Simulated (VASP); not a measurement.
Here is a VASP 6.6.1 calculation.

POSCAR

```
AlN
3.3121
    1.000004752815      0.000000000000      0.000000000000
   -0.500002376408      0.866029519851      0.000000000000
    0.000000000000      0.000000000000      1.264322635186
Al N
2 2
Direct
    0.6666666667      0.3333333333      0.2500000000
    0.3333333333      0.6666666667      0.7500000000
    0.6666666667      0.3333333333      0.7500000000
    0.3333333333      0.6666666667      0.2500000000
```

Contents of INCAR.step1:

```
SYSTEM = AlN
PREC = Accurate
ENCUT = 520
EDIFF = 1E-5
ISMEAR = 0
SIGMA = 0.01
LREAL = .FALSE.
LASPH = .FALSE.
NELM = 80
ALGO = Normal
ISIF = 2
LWAVE = .TRUE.
LCHARG = .FALSE.
GGA = PE
```

INCAR.step2

```
SYSTEM = AlN
PREC = Accurate
ENCUT = 520
EDIFF = 1E-6
ISMEAR = 0
SIGMA = 0.01
LREAL = .FALSE.
LASPH = .FALSE.
NELM = 80
ALGO = Normal
ISIF = 2
LWAVE = .FALSE.
LCHARG = .FALSE.
METAGGA = SCAN
LHFCALC = .TRUE.
AEXX = 0.25
LMIXTAU = .TRUE.
PRECFOCK = Fast
LUSE_VDW = .TRUE.
IVDW_NL = 2
BPARAM = 15.7
CPARAM = 0.0093
ISTART = 1
```

KPOINTS

```
regular mesh
0
G
  5 5 4
  0 0 0
```

Potentials or basis: VASP PAW PBE potentials, release 64 (Al, N).

Command:

```console
$ cat potpaw_PBE.64/Al/POTCAR potpaw_PBE.64/N/POTCAR > POTCAR
$ cp INCAR.step1 INCAR
$ mpirun -np 1 vasp_std > vasp.out
$ cp INCAR.step2 INCAR
$ mpirun -np 1 vasp_std > vasp.out
```

(1) Estimate the band gap on the k mesh.

(2) Predict the pressure.

Results:

(1) 5.58 eV, direct.

(2) -10.0 GPa.

Caveat: the k mesh is coarse (spacing up to 0.44 Å⁻¹), so the values aren't converged, least of all with exact exchange; the PAW data sets were made with another functional, which shifts forces and pressure a little.
